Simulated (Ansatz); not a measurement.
Geometry optimisation in Ansatz: input, command and trajectory.

```yaml
crystal:
  lattice:
    - [4.0267341621, 0.0, 0.0]
    - [-2.013367081, 3.4872540787, 0.0]
    - [0.0, 0.0, 16.4390862174]
  atoms:
    - { symbol: Na, position: [0.0, 0.0, 0.0] }
    - { symbol: Cl, position: [0.6666666667, 0.3333333333, 0.1] }
    - { symbol: Na, position: [0.3333333333, 0.6666666667, 0.2] }
    - { symbol: Cl, position: [0.0, 0.0, 0.3] }
    - { symbol: Na, position: [0.6666666667, 0.3333333333, 0.4] }
    - { symbol: Cl, position: [0.3333333333, 0.6666666667, 0.5] }
    - { symbol: Na, position: [0.0, 0.0, 0.6] }
    - { symbol: Cl, position: [0.6666666667, 0.3333333333, 0.7] }
    - { symbol: Na, position: [0.3333333333, 0.6666666667, 0.8] }
    - { symbol: Cl, position: [0.6666666667, 0.3333333333, 0.9] }
basis:
  ecutwfc: 420
kpoints:
  mp_grid: { grid: [9, 9, 3] }
hamiltonian:
  xc: pbe
scf:
  occupations: { method: gaussian, width: 0.02 }
output:
  forces: true
  stress: true
  eigenvalues: true
  populations: true
relax:
  adjacent_minimum: "off"
  f_tol: 0.01
  max_steps: 45
  cell: { stress_tol: 0.05 }
```

```bash
ansatz run input.yaml --threads 1 --pin off --max-ram 2560MiB --backend cpu --events-out ev --progress --plain --runs-dir out
```

All numbers below come from Ansatz 0.2.0, DFT PBE, scalar-relativistic, plane waves, PAW.

Of 5 frames 5 are shown, positions in Å and forces in eV/Å; the SCF threshold varies from step to step. Steps run on the plane waves of an earlier cell, with a Pulay correction in the pressure. The basis is chosen afresh for the last frame, the zero of the energies, and can be on the way; energy and pressure step there, also at an unchanged geometry.

```xyz
10
Lattice="4.0267 0.0000 0.0000 -2.0134 3.4873 0.0000 0.0000 0.0000 16.4391" Properties=species:S:1:pos:R:3:forces:R:3 pbc="T T T" step=1 free_energy_over_end_meV_per_atom=9.51 pressure_GPa=0.48
Na    0.0000    0.0000    0.0000    0.0000    0.0000    0.0330
Cl    2.0134    1.1624    1.6439    0.0000    0.0000    0.3530
Na    0.0000    2.3248    3.2878    0.0000    0.0000    0.0340
Cl    0.0000    0.0000    4.9317    0.0000    0.0000    0.0000
Na    2.0134    1.1624    6.5756    0.0000    0.0000    0.0000
Cl    0.0000    2.3248    8.2195    0.0000    0.0000    0.0000
Na    0.0000    0.0000    9.8635    0.0000    0.0000   -0.0340
Cl    2.0134    1.1624   11.5074    0.0000    0.0000   -0.3530
Na    0.0000    2.3248   13.1513    0.0000    0.0000   -0.0330
Cl    2.0134    1.1624   14.7952    0.0000    0.0000    0.0000
10
Lattice="3.9744 0.0000 0.0000 -1.9872 3.4419 0.0000 0.0000 0.0000 17.0621" Properties=species:S:1:pos:R:3:forces:R:3 pbc="T T T" step=2 free_energy_over_end_meV_per_atom=1.36 pressure_GPa=0.03
Na    0.0000    0.0000    0.1017    0.0000    0.0000   -0.0100
Cl    1.9872    1.1473    1.9070    0.0000    0.0000   -0.1630
Na    0.0000    2.2946    3.5406    0.0000    0.0000    0.0010
Cl    0.0000    0.0000    5.1768    0.0000    0.0000    0.0240
Na    1.9872    1.1473    6.8249    0.0000    0.0000    0.0000
Cl    0.0000    2.2946    8.4729    0.0000    0.0000   -0.0240
Na    0.0000    0.0000   10.1091    0.0000    0.0000   -0.0010
Cl    1.9872    1.1473   11.7427    0.0000    0.0000    0.1630
Na    0.0000    2.2946   13.5480    0.0000    0.0000    0.0100
Cl    1.9872    1.1473   15.3559    0.0000    0.0000    0.0000
10
Lattice="3.9830 0.0000 0.0000 -1.9915 3.4494 0.0000 0.0000 0.0000 16.9879" Properties=species:S:1:pos:R:3:forces:R:3 pbc="T T T" step=3 free_energy_over_end_meV_per_atom=0.04 pressure_GPa=0.03
Na    0.0000    0.0000    0.0698    0.0000    0.0000    0.0000
Cl    1.9915    1.1498    1.8363    0.0000    0.0000   -0.0300
Na    0.0000    2.2996    3.4882    0.0000    0.0000    0.0060
Cl    0.0000    0.0000    5.1410    0.0000    0.0000    0.0030
Na    1.9915    1.1498    6.7952    0.0000    0.0000    0.0000
Cl    0.0000    2.2996    8.4493    0.0000    0.0000   -0.0030
Na    0.0000    0.0000   10.1021    0.0000    0.0000   -0.0060
Cl    1.9915    1.1498   11.7540    0.0000    0.0000    0.0300
Na    0.0000    2.2996   13.5205    0.0000    0.0000    0.0000
Cl    1.9915    1.1498   15.2891    0.0000    0.0000    0.0000
10
Lattice="3.9829 0.0000 0.0000 -1.9914 3.4493 0.0000 0.0000 0.0000 16.9982" Properties=species:S:1:pos:R:3:forces:R:3 pbc="T T T" step=4 free_energy_over_end_meV_per_atom=0.00 pressure_GPa=0.01
Na    0.0000    0.0000    0.0640    0.0000    0.0000    0.0010
Cl    1.9914    1.1498    1.8251    0.0000    0.0000   -0.0020
Na    0.0000    2.2995    3.4845    0.0000    0.0000    0.0030
Cl    0.0000    0.0000    5.1419    0.0000    0.0000    0.0000
Na    1.9914    1.1498    6.7993    0.0000    0.0000    0.0000
Cl    0.0000    2.2995    8.4567    0.0000    0.0000    0.0000
Na    0.0000    0.0000   10.1141    0.0000    0.0000   -0.0030
Cl    1.9914    1.1498   11.7735    0.0000    0.0000    0.0020
Na    0.0000    2.2995   13.5346    0.0000    0.0000   -0.0010
Cl    1.9914    1.1498   15.2984    0.0000    0.0000    0.0000
10
Lattice="3.9829 0.0000 0.0000 -1.9914 3.4493 0.0000 0.0000 0.0000 16.9982" Properties=species:S:1:pos:R:3:forces:R:3 pbc="T T T" step=5 free_energy_over_end_meV_per_atom=0.00 pressure_GPa=0.02
Na    0.0000    0.0000    0.0640    0.0000    0.0000    0.0010
Cl    1.9914    1.1498    1.8251    0.0000    0.0000   -0.0020
Na    0.0000    2.2995    3.4845    0.0000    0.0000    0.0030
Cl    0.0000    0.0000    5.1419    0.0000    0.0000    0.0000
Na    1.9914    1.1498    6.7993    0.0000    0.0000    0.0000
Cl    0.0000    2.2995    8.4567    0.0000    0.0000    0.0000
Na    0.0000    0.0000   10.1141    0.0000    0.0000   -0.0030
Cl    1.9914    1.1498   11.7735    0.0000    0.0000    0.0020
Na    0.0000    2.2995   13.5346    0.0000    0.0000   -0.0010
Cl    1.9914    1.1498   15.2984    0.0000    0.0000    0.0000
```

The run took 100 s on 1 thread of Intel(R) Xeon(R) Platinum 8488C (Sapphire Rapids), on a shared host, peak memory 0.65 GiB.